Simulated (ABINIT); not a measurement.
# Te2Mo (P6_3/mmc) in ABINIT: band structure with PBE

Aim: the band structure of Te2Mo with PBE.

Program: ABINIT 10.8.3 (patched build). These are calculated values, not measurements. Logs are shortened: lines on timing, memory, paths and dates and some standing lists are left out, and cuts for length are marked. The log counts tension as positive stress, the text compression.

**Experimental background.**

“Broadband infrared study of pressure-tunable Fano resonance and metallization transition in 2H-MoTe2”, 2022, pmc:9569381 quotes, for a bulk crystal of Te2Mo at 300 K: band gap 0.88 ± 0.05 eV (indirect).

How close the calculation comes is told below.

### Step 1. The crystal as given

Symmetry: P6_3/mmc, No. 194, hexagonal system. The conventional cell has a = 3.518 Å, b = 3.518 Å, c = 13.974 Å, α = 90.00°, β = 90.00°, γ = 120.00°. Te (site symmetry 3m) is surrounded by 3 Mo at 2.72 Å. Mo (site symmetry -6m2) has 6 Te at 2.72 Å as nearest neighbours.

### Step 2. Band structure, PBE

run.abi reads:

```
ndtset 2

pp_dirpath "./"
pseudos "Te.GGA_PBE-JTH.xml, Mo.GGA_PBE-JTH.xml"

acell 3*1.0 Angstrom
rprim
     3.5182000000     0.0000000000     0.0000000000
    -1.7591000000     3.0468505756     0.0000000000
     0.0000000000     0.0000000000    13.9736000000
ntypat 2
znucl 52 42
natom 6
typat 1 1 1 1 2 2
xcart
     1.7591000002     1.0156168584     5.2959944000
    -0.0000000002     2.0312337172    12.2827944000
     1.7591000002     1.0156168584     1.6908056000
    -0.0000000002     2.0312337172     8.6776056000
     1.7591000002     1.0156168584    10.4802000000
    -0.0000000002     2.0312337172     3.4934000000 Angstrom

ecut 15.0
pawecutdg 30.0
pawxcdev 0

ixc 11

occopt 3
tsmear 0.00183747

nstep 100

iomode 3
prtwf 0
prteig 0
prtebands 0
prtden1 1
prtvha1 1
prtvclmb1 1
prtpot1 1

kptopt1 1
ngkpt1 9 9 2
nshiftk1 1
shiftk1 0.0 0.0 0.0
nband1 32
tolvrs1 1.0e-9

iscf2 -2
getden2 1
nband2 38
nbdbuf2 4
tolwfr2 1.0e-11
kptopt2 -7
ndivsm2 8
prteig2 1
prtvol2 -3
kptbounds2
     0.0000000000     0.0000000000     0.0000000000
     0.5000000000     0.0000000000     0.0000000000
     0.3333333333     0.3333333333     0.0000000000
     0.0000000000     0.0000000000     0.0000000000
     0.0000000000     0.0000000000     0.5000000000
     0.5000000000     0.0000000000     0.5000000000
     0.3333333333     0.3333333333     0.5000000000
     0.0000000000     0.0000000000     0.5000000000
```

Potentials or basis: JTH PAW PBE v2.0.

On the command line:

```console
$ abinit run.abi > log 2>&1
```

run.abo:

```text
.Version 10.8.3 of ABINIT
 DATASET    1 : space group P6_3/m m c (#194); Bravais hP (primitive hexag.)
================================================================================
 Values of the parameters that define the memory need for DATASET  1.
     intxc =       0    ionmov =       0      iscf =      17    lmnmax =      18
     lnmax =       6     mgfft =      96  mpssoang =       3    mqgrid =    6511
     natom =       6  nloc_mem =       2    nspden =       1   nspinor =       1
    nsppol =       1      nsym =      24    n1xccc =       1    ntypat =       2
    occopt =       3   xclevel =       2
       mpw =        2818          nfft =       55296          nkpt =          24
 PAW method is used; the additional fine FFT grid is defined by:
   mgfftf=       135    nfftf =    174960
================================================================================
================================================================================

 DATASET    2 : space group P6_3/m m c (#194); Bravais hP (primitive hexag.)
================================================================================
 Values of the parameters that define the memory need for DATASET  2.
     intxc =       0    ionmov =       0      iscf =      -2    lmnmax =      18
     lnmax =       6     mgfft =      96  mpssoang =       3    mqgrid =    6511
     natom =       6  nloc_mem =       2    nspden =       1   nspinor =       1
    nsppol =       1      nsym =      24    n1xccc =       1    ntypat =       2
    occopt =       3   xclevel =       2
       mpw =        2838          nfft =       55296          nkpt =         209
 PAW method is used; the additional fine FFT grid is defined by:
   mgfftf=       135    nfftf =    174960
================================================================================
================================================================================

--------------------------------------------------------------------------------
------------- Echo of variables that govern the present computation ------------
--------------------------------------------------------------------------------
 -outvars: echo values of preprocessed input variables --------
            acell      1.8897261259E+00  1.8897261259E+00  1.8897261259E+00 Bohr
              amu      1.27600000E+02  9.59400000E+01
             ecut      1.50000000E+01 Hartree
           getden1          0
           getden2          1
             iscf1         17
             iscf2         -2
              ixc          11
           jdtset        1    2
           kptopt1          1
           kptopt2         -7
         kptrlatt        9    0    0      0    9    0      0    0    2
          kptrlen1     5.28125540E+01
          kptrlen2     3.00000000E+01
            natom           6
            nband1         32
            nband2         38
           nbdbuf1          0
           nbdbuf2          4
           ndtset           2
           ndivsm1          0
           ndivsm2          8
            ngfft          24      24      96
          ngfftdg          36      36     135
             nkpt1         24
             nkpt2        209
            nstep         100
             nsym          24
           ntypat           2
           occopt           3
        pawecutdg      3.00000000E+01 Hartree
         pawxcdev           0
        prtebands           0
           prteig1          0
           prteig2          1
           prtpot1          1
           prtpot2          0
         prtvclmb1          1
         prtvclmb2          0
           prtvha1          1
           prtvha2          0
           prtvol1          0
           prtvol2         -3
            prtwf           0
            rprim      3.5182000000E+00  0.0000000000E+00  0.0000000000E+00
                      -1.7591000000E+00  3.0468505756E+00  0.0000000000E+00
                       0.0000000000E+00  0.0000000000E+00  1.3973600000E+01
           shiftk1     0.00000000E+00  0.00000000E+00  0.00000000E+00
           shiftk2     5.00000000E-01  5.00000000E-01  5.00000000E-01
          spgroup         194
           tolvrs1     1.00000000E-09
           tolvrs2     0.00000000E+00
           tolwfr1     0.00000000E+00
           tolwfr2     1.00000000E-11
           tsmear      1.83747000E-03 Hartree
            typat      1  1  1  1  2  2
           useylm           1
           xangst      1.7591000000E+00  1.0156168585E+00  5.2959944000E+00
                      -7.6903429435E-16  2.0312337171E+00  1.2282794400E+01
[... 306 lines left out ...]
 -3.4161E-01 -2.9423E-01 -2.3935E-01 -1.9136E-01 -1.9136E-01 -1.9087E-01
 -1.9087E-01 -1.6237E-01 -1.6237E-01 -1.6220E-01 -1.6100E-01 -1.6100E-01
 -1.3652E-01 -1.2239E-01 -1.7327E-02 -1.7327E-02 -1.2956E-02 -1.2956E-02
[... 2692 lines left out ...]
  1.7102E-01  1.7165E-01
 Non-SCF case, kpt  209 (  0.00000  0.00000  0.50000), residuals and eigenvalues=
  8.81E-12  5.56E-12  8.00E-12  1.83E-12  6.14E-12  5.62E-12  6.74E-12  7.31E-12
  4.83E-12  4.04E-12  3.70E-12  4.90E-12  6.07E-12  9.24E-12  1.55E-12  8.27E-12
  4.85E-12  4.34E-12  2.66E-12  9.41E-12  3.50E-12  3.17E-12  2.97E-12  7.17E-12
  6.10E-12  5.67E-12  4.24E-12  6.50E-12  4.09E-12  2.56E-12  3.41E-12  3.75E-12
  5.32E-12  3.39E-12  1.41E-09  8.03E-09  2.53E-07  1.54E-06
 -2.3602E+00 -2.3602E+00 -1.4106E+00 -1.4106E+00 -1.4060E+00 -1.4060E+00
 -1.4060E+00 -1.4060E+00 -6.0014E-01 -6.0014E-01 -5.6275E-01 -5.6275E-01
 -3.2339E-01 -3.2338E-01 -1.9950E-01 -1.9949E-01 -1.9112E-01 -1.9112E-01
 -1.9112E-01 -1.9112E-01 -1.6168E-01 -1.6168E-01 -1.6168E-01 -1.6168E-01
 -1.2592E-01 -1.2592E-01 -1.6207E-02 -1.6207E-02 -1.6200E-02 -1.6200E-02
 -4.2190E-03 -4.2190E-03 -4.2127E-03 -4.2127E-03  9.8496E-02  9.8497E-02
  1.7044E-01  1.7220E-01

--- !ResultsGS
iteration_state: {dtset: 2, }
comment   : Summary of ground state results
lattice_vectors:
- [  6.6484345,   0.0000000,   0.0000000, ]
- [ -3.3242172,   5.7577131,   0.0000000, ]
- [  0.0000000,   0.0000000,  26.4062770, ]
lattice_lengths: [   6.64843,    6.64843,   26.40628, ]
lattice_angles: [ 90.000,  90.000, 120.000, ] # degrees, (23, 13, 12)
lattice_volume:   1.0108264E+03
convergence: {deltae:  0.000E+00, res2:  0.000E+00, residm:  9.993E-12, diffor:  0.000E+00, }
etotal    :  -1.71022392E+02
entropy   :   0.00000000E+00
fermie    :  -1.09959191E-01
cartesian_stress_tensor: null
pressure_GPa: null
xred      :
- [  6.6667E-01,   3.3333E-01,   3.7900E-01, Te]
- [  3.3333E-01,   6.6667E-01,   8.7900E-01, Te]
- [  6.6667E-01,   3.3333E-01,   1.2100E-01, Te]
- [  3.3333E-01,   6.6667E-01,   6.2100E-01, Te]
- [  6.6667E-01,   3.3333E-01,   7.5000E-01, Mo]
- [  3.3333E-01,   6.6667E-01,   2.5000E-01, Mo]
cartesian_forces: null
force_length_stats: {min: null, max: null, mean: null, }
...

 Integrated electronic density in atomic spheres:
 ------------------------------------------------
 Atom  Sphere_radius  Integrated_density
    1        2.31107          3.17290236
    2        2.31107          3.16143370
    3        2.31107          3.16143370
    4        2.31107          3.17290236
    5        2.20740         11.26372799
    6        2.20740         11.26372799

================================================================================

 ----iterations are completed or convergence reached----

 Mean square residual over all n,k,spin=   57.586E-13; max=  99.927E-13
 reduced coordinates (array xred) for    6 atoms
       0.666666666667      0.333333333333      0.379000000000
       0.333333333333      0.666666666667      0.879000000000
       0.666666666667      0.333333333333      0.121000000000
       0.333333333333      0.666666666667      0.621000000000
       0.666666666667      0.333333333333      0.750000000000
       0.333333333333      0.666666666667      0.250000000000

 cartesian coordinates (angstrom) at end:
    1      1.75910000000000     1.01561685853333     5.29599440000000
    2     -0.00000000000000     2.03123371706667    12.28279440000000
    3      1.75910000000000     1.01561685853333     1.69080560000000
    4     -0.00000000000000     2.03123371706667     8.67760560000000
    5      1.75910000000000     1.01561685853333    10.48020000000000
    6     -0.00000000000000     2.03123371706667     3.49340000000000
 length scales=  1.889726125908  1.889726125908  1.889726125908 bohr
              =  1.000000000000  1.000000000000  1.000000000000 angstroms
 Eigenvalues (hartree) for nkpt= 209  k points:
 kpt#   1, nband= 38, wtk=  1.00000, kpt=  0.0000  0.0000  0.0000 (reduced coord)
  -2.36022   -2.36022   -1.41063   -1.41063   -1.40603   -1.40603   -1.40603   -1.40603
  -0.60464   -0.59290   -0.57317   -0.55482   -0.34161   -0.29423   -0.23935   -0.19136
  -0.19136   -0.19087   -0.19087   -0.16237   -0.16237   -0.16220   -0.16100   -0.16100
  -0.13652   -0.12239   -0.01733   -0.01733   -0.01296   -0.01296   -0.01004   -0.01004
  -0.00047   -0.00047    0.08587    0.10451    0.14651    0.16021
 kpt#   2, nband= 38, wtk=  1.00000, kpt=  0.0135  0.0000  0.0000 (reduced coord)
  -2.36022   -2.36022   -1.41063   -1.41063   -1.40603   -1.40603   -1.40603   -1.40603
  -0.60455   -0.59281   -0.57309   -0.55476   -0.34150   -0.29413   -0.23940   -0.19159
  -0.19128   -0.19109   -0.19079   -0.16288   -0.16251   -0.16216   -0.16113   -0.16102
  -0.13616   -0.12249   -0.01780   -0.01728   -0.01339   -0.01282   -0.01054   -0.01029
  -0.00118   -0.00066    0.08648    0.10503    0.14648    0.16110
 kpt#   3, nband= 38, wtk=  1.00000, kpt=  0.0270  0.0000  0.0000 (reduced coord)
  -2.36022   -2.36022   -1.41062   -1.41062   -1.40606   -1.40606   -1.40603   -1.40603
  -0.60426   -0.59253   -0.57288   -0.55457   -0.34118   -0.29382   -0.23954   -0.19226
  -0.19175   -0.19106   -0.19055   -0.16433   -0.16293   -0.16207   -0.16153   -0.16109
  -0.13517   -0.12279   -0.01915   -0.01713   -0.01468   -0.01242   -0.01200   -0.01102
[... 1223 lines left out ...]
  -0.12598   -0.12597   -0.01805   -0.01804   -0.01606   -0.01606   -0.00650   -0.00649
  -0.00492   -0.00491    0.10079    0.10079    0.17123    0.17258
 kpt# 208, nband= 38, wtk=  1.00000, kpt=  0.0079  0.0079  0.5000 (reduced coord)
  -2.36022   -2.36022   -1.41063   -1.41063   -1.40603   -1.40603   -1.40603   -1.40603
  -0.60005   -0.60004   -0.56268   -0.56268   -0.32329   -0.32328   -0.19962   -0.19962
  -0.19134   -0.19134   -0.19104   -0.19104   -0.16182   -0.16182   -0.16171   -0.16171
  -0.12594   -0.12593   -0.01668   -0.01667   -0.01616   -0.01616   -0.00481   -0.00480
  -0.00440   -0.00439    0.09908    0.09908    0.17102    0.17165
 kpt# 209, nband= 38, wtk=  1.00000, kpt=  0.0000  0.0000  0.5000 (reduced coord)
  -2.36022   -2.36022   -1.41063   -1.41063   -1.40603   -1.40603   -1.40603   -1.40603
  -0.60014   -0.60014   -0.56275   -0.56275   -0.32339   -0.32338   -0.19950   -0.19949
  -0.19112   -0.19112   -0.19112   -0.19112   -0.16168   -0.16168   -0.16168   -0.16168
  -0.12592   -0.12592   -0.01621   -0.01621   -0.01620   -0.01620   -0.00422   -0.00422
  -0.00421   -0.00421    0.09850    0.09850    0.17044    0.17220

== END DATASET(S) ==============================================================
================================================================================

 -outvars: echo values of variables after computation  --------
            acell      1.8897261259E+00  1.8897261259E+00  1.8897261259E+00 Bohr
           etotal1    -1.7102239246E+02
            fcart1     8.4375917146E-31 -5.3585904325E-30  5.8229748500E-03
                       8.4375917146E-31 -5.3585904325E-30  5.8229748500E-03
                       8.4375917146E-31  6.3328796020E-30 -5.8229748500E-03
                       5.9063142002E-30  9.2557471107E-30 -5.8229748500E-03
                      -4.2187958573E-30 -2.4357229239E-30  1.4456028966E-19
                      -4.2187958573E-30 -2.4357229239E-30  1.4456028966E-19
            rprim      3.5182000000E+00  0.0000000000E+00  0.0000000000E+00
                      -1.7591000000E+00  3.0468505756E+00  0.0000000000E+00
                       0.0000000000E+00  0.0000000000E+00  1.3973600000E+01
           strten1    -1.2049017156E-04 -1.2049017165E-04 -1.4717862226E-04
                       0.0000000000E+00  0.0000000000E+00  0.0000000000E+00
           xangst      1.7591000000E+00  1.0156168585E+00  5.2959944000E+00
                      -7.6903429435E-16  2.0312337171E+00  1.2282794400E+01
                       1.7591000000E+00  1.0156168585E+00  1.6908056000E+00
                      -7.6903429435E-16  2.0312337171E+00  8.6776056000E+00
                       1.7591000000E+00  1.0156168585E+00  1.0480200000E+01
                      -7.6903429435E-16  2.0312337171E+00  3.4934000000E+00
             xred      6.6666666667E-01  3.3333333333E-01  3.7900000000E-01
                       3.3333333333E-01  6.6666666667E-01  8.7900000000E-01
                       6.6666666667E-01  3.3333333333E-01  1.2100000000E-01
                       3.3333333333E-01  6.6666666667E-01  6.2100000000E-01
                       6.6666666667E-01  3.3333333333E-01  7.5000000000E-01
                       3.3333333333E-01  6.6666666667E-01  2.5000000000E-01
 Calculation completed.
```

It took 12 min on 1 thread of AMD EPYC 7R43 (Zen 3), shared host; peak memory 0.49 GiB.

What came out:

```yaml
Free_energy: -4653.7564 eV
Pressure: 3.8 GPa
Largest_force: 0.299 eV/Å
Band_gap_on_the_k_mesh: 0.74 eV, indirect (least direct gap 1.04 eV)
Band_gap_along_the_path: 0.66 eV, indirect (least direct gap 1.04 eV)
Valence_electrons_inside_the_program's_atomic_spheres: Te 3.17, 3.16; Mo 11.26
```

Forces on the atoms (eV/Å):
```
Te   0.000  0.000  0.299
Te   0.000  0.000  0.299
Te   0.000  0.000 -0.299
Te   0.000  0.000 -0.299
Mo   0.000  0.000  0.000
Mo   0.000  0.000  0.000
```

Levels at the corners of the path, in eV from the valence-band top:
| point | band 24 | band 25 | band 26 | band 27 | band 28 | band 29 |
| --- | --- | --- | --- | --- | --- | --- |
| Γ | -1.05 | -0.38 | 0.00 | 2.86 | 2.86 | 2.98 |
| M | -0.98 | -0.66 | -0.37 | 1.25 | 1.31 | 1.41 |
| K | -1.89 | -0.33 | -0.09 | 0.95 | 0.95 | 1.09 |
| Γ | -1.05 | -0.38 | 0.00 | 2.86 | 2.86 | 2.98 |
| A | -1.07 | -0.10 | -0.10 | 2.89 | 2.89 | 2.89 |
| L | -1.00 | -0.52 | -0.52 | 1.27 | 1.27 | 1.60 |
| H | -2.05 | -0.23 | -0.23 | 0.96 | 0.96 | 1.56 |
| A | -1.07 | -0.10 | -0.10 | 2.89 | 2.89 | 2.89 |

Caveat: spin-orbit coupling is left out, which moves the levels of the heavy elements; this functional lacks dispersion, which binds the layers, so the pressure and a relaxed spacing across them are unreliable.

### Step 3. The reference run

An earlier run on the cell as given: functional PBE; potentials or basis JTH PAW PBE v2.0; cutoff 408 eV; k mesh 9 × 9 × 2; occupations fermi-dirac, width 0.05 eV; no spin polarisation.

* Pressure: 3.8 GPa
* Largest force: 0.299 eV/Å
* Band gap on the k mesh: 0.74 eV, indirect (least direct gap 1.04 eV)
* Valence electrons inside the program's atomic spheres: Te 3.17, 3.16; Mo 11.26

### Step 4. How close it comes

Step 2. Measured gap of Te2Mo: 0.88 eV (indirect; 300 K; quoted in “Broadband infrared study of pressure-tunable Fano resonance and metallization transition in 2H-MoTe2”, 2022, pmc:9569381). This calculation gives 0.66 eV (-0.22 eV). Spin-orbit coupling on Mo, Te is left out. The value is that of PBE, without temperature or zero-point motion. Semilocal functionals fall short of measured gaps as a rule.
